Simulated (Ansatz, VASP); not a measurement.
# GaN in two plane-wave programs, part 3 of 3

Wanted: the spread between two codes on one cell, functional and k mesh.

VASP 6.6.1 and Ansatz 0.2.0.

So far. Step 6 (VASP: band structure, PBE): At this level the cell is under a pressure of 7.3 GPa, so at these settings it is away from equilibrium. Step 9 (VASP: band structure, r2SCAN): The PAW data sets were made with PBE, which is usual practice but a small mismatch for other functionals. At this level the cell is under a pressure of 2.1 GPa, so at these settings it is away from equilibrium.

The database entry behind the starting cell differs from later determinations by our own check (about 0.3 % short, ideal inner coordinate), so it need not match the best structure at ambient conditions.

## 10. Ansatz: band structure, r2SCAN

Level of this step: Ansatz beside VASP: Kohn-Sham DFT, plane waves, r2SCAN (Ansatz).

The same cell, functional, mesh and smearing now go to Ansatz, which takes its cutoff from its data sets.

Input file input.yaml:

```yaml
crystal:
  lattice:
    - [3.18, 0.0, 0.0]
    - [-1.59, 2.753960784, 0.0]
    - [0.0, 0.0, 5.166]
  atoms:
    - { symbol: Ga, position: [0.3333333333, 0.6666666667, 0.0] }
    - { symbol: Ga, position: [0.6666666667, 0.3333333333, 0.5] }
    - { symbol: "N", position: [0.3333333333, 0.6666666667, 0.375] }
    - { symbol: "N", position: [0.6666666667, 0.3333333333, 0.875] }
hamiltonian:
  xc: r2scan
  pseudopotentials: { kind: paw }
kpoints:
  mp_grid: { grid: [5, 5, 3] }
  band_path:
    path:
      - [0.0, 0.0, 0.0]
      - [0.13333, 0.0, 0.0]
      - [0.3, 0.0, 0.0]
      - [0.46667, 0.0, 0.0]
      - [0.46667, 0.06667, 0.0]
      - [0.41111, 0.17778, 0.0]
      - [0.35556, 0.28889, 0.0]
      - [0.28889, 0.28889, 0.0]
      - [0.17778, 0.17778, 0.0]
      - [0.06667, 0.06667, 0.0]
      - [0.0, 0.0, 0.03333]
      - [0.0, 0.0, 0.2]
      - [0.0, 0.0, 0.36667]
      - [0.0, 0.0, 0.5]
      - [0.16667, 0.0, 0.5]
      - [0.3, 0.0, 0.5]
      - [0.46667, 0.0, 0.5]
      - [0.46667, 0.06667, 0.5]
      - [0.41111, 0.17778, 0.5]
      - [0.35556, 0.28889, 0.5]
      - [0.28889, 0.28889, 0.5]
      - [0.17778, 0.17778, 0.5]
      - [0.06667, 0.06667, 0.5]
      - [0.5, 0.0, 0.46667]
      - [0.5, 0.0, 0.3]
      - [0.5, 0.0, 0.13333]
      - [0.33333, 0.33333, 0.0]
      - [0.33333, 0.33333, 0.16667]
      - [0.33333, 0.33333, 0.33333]
      - [0.33333, 0.33333, 0.5]
    npoints: 1
scf:
  occupations: { method: gaussian, width: 0.02 }
  n_extra_bands: 8
output:
  forces: true
  stress: true
  eigenvalues: true
  write_density: true
  write_potential: true
  elf: true
  volumetric_format: npy
```

On the command line:

```bash
ansatz run input.yaml --threads 2 --pin off --max-ram 4608MiB --backend cpu --events-out ev --progress --plain --runs-dir out
```

Numbers of over 12 decimals in the logs are rounded to 6 here.

Output:

```text
[...]
Crystal: 4 atoms, lattice volume = 45.242 Å³
Basis set: ecut = 500 eV, 1129 PW (Γ), exchange–correlation on 96×96×160 points (64 copies of the dense FFT grid, shifted against one another)
Bands: 26, of which v1, the nominal top of the filled ones, is band 18 counted from 1 (17 counted from 0)
Symmetry: 12 space group operations
[...]
k-point 0: bands = [... 14 lower, 8.4892, 9.5246, 9.5828, 9.5828, 11.9628, 14.4361, 19.5893, 20.1815, ... 4 higher]
  k-point 1: bands = [... 14 lower, 8.7524, 8.7524, 9.2993, 9.2993, 13.6691, 14.5668, 18.9597, 19.4118, ... 4 higher]
  k-point 2: bands = [... 14 lower, 7.3698, 7.7811, 9.0869, 9.2391, 13.8915, 16.0081, 18.0357, 19.0179, ... 4 higher]
  k-point 9: bands = [... 14 lower, 5.4300, 6.5896, 7.2721, 7.9698, 15.4748, 16.6905, 17.8411, 18.1129, ... 4 higher]
[key lines of the parts left out:]
SCF converged after 8 iterations
Free energy (F): -8352.755232 eV
Fermi energy:    10.772874 eV
P = ⅓ Tr σ = 1.0406 GPa (10.406 kbar)
```

Wall time 3 s (2 threads of Arm Neoverse V2, shared host); peak memory 0.39 GiB; 5.8 s of CPU time.

## 11. Side by side

What differs besides the data sets and the points named for the pairs above, as far as they apply: VASP keeps PBE cores, Ansatz makes them for the functional; the cutoff is 500 eV in Ansatz and 520 eV in VASP. Total energies have different zeros and are not compared.

The two programs side by side:

```tsv
quantity	Ansatz	VASP	difference
pressure (GPa)	1.04	2.12	-1.08
pressure without Ansatz's Pulay correction (GPa)	0.94	2.12	-1.18
gap over the path points (eV)	2.380	2.373	+0.007
```

Forces (eV/Å; atoms numbered as in POSCAR):

```tsv
atom	Ansatz x, y, z	VASP x, y, z
Ga1	0.000, 0.000, -0.141	0.000, 0.000, -0.136
Ga2	0.000, 0.000, -0.141	0.000, 0.000, -0.136
N3	0.000, 0.000, 0.141	0.000, 0.000, 0.136
N4	0.000, 0.000, 0.141	0.000, 0.000, 0.136
```

Levels at points of the path, from each program's valence-band top (eV; 4 filled, then empty):

```tsv
k (reciprocal lattice)	Ansatz	VASP
0.000 0.000 0.000	-1.09 -0.06 0.00 0.00 2.38 4.85 10.01	-1.09 -0.06 0.00 0.00 2.37 4.83 10.00
0.133 0.000 0.000	-1.45 -1.27 -0.25 -0.16 3.53 5.82 9.22	-1.45 -1.27 -0.24 -0.16 3.52 5.80 9.21
0.300 0.000 0.000	-3.59 -2.33 -1.08 -0.67 5.24 6.45 7.54	-3.59 -2.34 -1.08 -0.67 5.22 6.43 7.53
0.467 0.000 0.000	-4.40 -2.85 -2.23 -1.01 5.59 6.17 6.60	-4.40 -2.85 -2.23 -1.01 5.58 6.15 6.58
0.467 0.067 0.000	-4.33 -3.06 -2.32 -1.20 5.89 6.29 6.57	-4.33 -3.07 -2.32 -1.20 5.88 6.28 6.55
0.411 0.178 0.000	-4.42 -3.68 -2.49 -2.02 6.00 7.38 7.41	-4.42 -3.68 -2.49 -2.02 5.99 7.37 7.38
0.356 0.289 0.000	-5.21 -3.35 -2.88 -2.71 5.60 8.36 8.69	-5.22 -3.35 -2.88 -2.71 5.59 8.33 8.66
0.289 0.289 0.000	-4.75 -3.69 -2.56 -2.54 5.74 8.07 8.77	-4.75 -3.69 -2.56 -2.54 5.74 8.04 8.74
0.178 0.178 0.000	-4.03 -2.67 -1.19 -1.08 5.75 7.45 7.90	-4.03 -2.67 -1.19 -1.08 5.74 7.44 7.88
0.067 0.067 0.000	-1.49 -0.93 -0.20 -0.15 3.32 5.64 9.62	-1.49 -0.93 -0.20 -0.15 3.31 5.62 9.61
```

The forces differ by 2.7 meV/Å r.m.s., which is 3.5 % of the r.m.s. force of 0.08 eV/Å (both taken over all components). Among the levels compared at these points, filled levels agree within 8 meV and empty ones within 32 meV. Ansatz's pressure holds a Pulay correction of 0.10 GPa; VASP's holds none.

## 12. What the set-up changes

Further runs change the set-up of one program: Ansatz's method, potentials or start, or VASP's data sets, cutoff or form of LDA. The table gives Ansatz less VASP for each quantity, since a change that brings one quantity closer may part another.

```tsv
run	r.m.s. force difference (meV/Å)	pressure (GPa)	gap over the path points (eV)	pressure without Ansatz's Pulay correction (GPa)
as above	2.7	-1.1	0.0072	-1.2
cores kept as stored	2.7	-1.2	0.010	-1.3
Ansatz's all-electron LAPW method	2.8	-0.97	0.026	
Ansatz's larger PAW set (cutoff 1300 eV)	2.9	-0.92	0.025	
norm-conserving potentials (cutoff 1252 eV)	2.9	-1.1	0.053	-1.2
```

## 13. Results

```json
{
  "difference in gap over the path points (band structure, LDA)": "-0.0080 eV",
  "difference in pressure (band structure, LDA)": "-0.67 GPa",
  "difference in gap over the path points (band structure, PBE)": "-0.0069 eV",
  "difference in pressure (band structure, r2SCAN)": "-1.1 GPa"
}
```

What this shows: The difference in pressure is -1.1 GPa (band structure, r2SCAN), beyond the 1 GPa picked in this series as the mark of a large difference. Band structure, PBE, Ansatz's all-electron LAPW method: the difference in pressure goes from -0.0087 to -0.11 GPa; the difference in gap over the path points goes from -0.0069 to 0.011 eV. Band structure, r2SCAN, cores kept as stored: the difference in gap over the path points goes from 0.0072 to 0.010 eV. Band structure, r2SCAN, Ansatz's all-electron LAPW method: the difference in gap over the path points goes from 0.0072 to 0.026 eV. Band structure, r2SCAN, Ansatz's larger PAW set (cutoff 1300 eV): the difference in gap over the path points goes from 0.0072 to 0.025 eV. 1 further run of this series is not shown here. How closely two codes agree says nothing of how well the functional describes the real material.

[Lines on the potential files, build, host, timing and source positions are cut from VASP's logs without a mark.]

[Logs are printed without paths, hosts, clocks, repeated set-up lines and the standing remarks that a program may print on its own settings, such as how far it seeks lower states.]

[Hosts, paths, dates, database ids (printed as entryN), source tags and the programs' standing remarks are cut or masked in the printed files.]
